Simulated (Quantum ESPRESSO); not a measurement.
Crystal: Bi.

```
Bi
1.0
     3.23838    0.00000    0.00000
     0.00000    3.22164    0.00000
    -0.08045    0.00000    6.44389
Bi
2
Cartesian
  1.7022 0.0000 4.8302
  1.4558 0.0000 1.6137
```

This isn't the form of Bi at room conditions, which is rhombohedral.

```yaml
Program: Quantum ESPRESSO 7.5
Task: single point
Functional: PBEsol
Potentials_or_basis: PseudoDojo 0.4.1 SR PBEsol standard
Cutoff: 898 eV
Density_cutoff: 3592 eV
k_mesh: 8 × 8 × 4
Occupations: fermi-dirac, width 0.05 eV
Spin: no spin polarisation
```

On this cell: pressure -0.5 GPa; largest force 0.012 eV/Å; band gap on the k mesh none (metal or under the smearing width).

The same run follows on a disturbed copy (atoms moved at random, drawn with an rms of 0.05 Å):

```xyz
2
Lattice="3.2384 0.0000 0.0000 0.0000 3.2216 0.0000 -0.0805 0.0000 6.4439" Properties=species:S:1:pos:R:3 pbc="T T T"
Bi    1.7380    0.0023    4.8347
Bi    1.4650    0.0410    1.5556
```

Problem. What changes?

Solution. The energy (extrapolated to zero smearing) moves by +0.2 meV/atom; pressure -0.4 GPa; largest force 0.053 eV/Å; band gap on the k mesh none (metal or under the smearing width).

Forces on the atoms (eV/Å):
```
Bi  -0.004  0.001 -0.052
Bi   0.004 -0.001  0.052
```

Stress tensor (GPa, compression positive):
```
-0.54  0.01  0.04
 0.01  0.14 -0.01
 0.04 -0.01 -0.85
```

Caveats: spin-orbit coupling is left out, which moves the levels of the heavy elements.
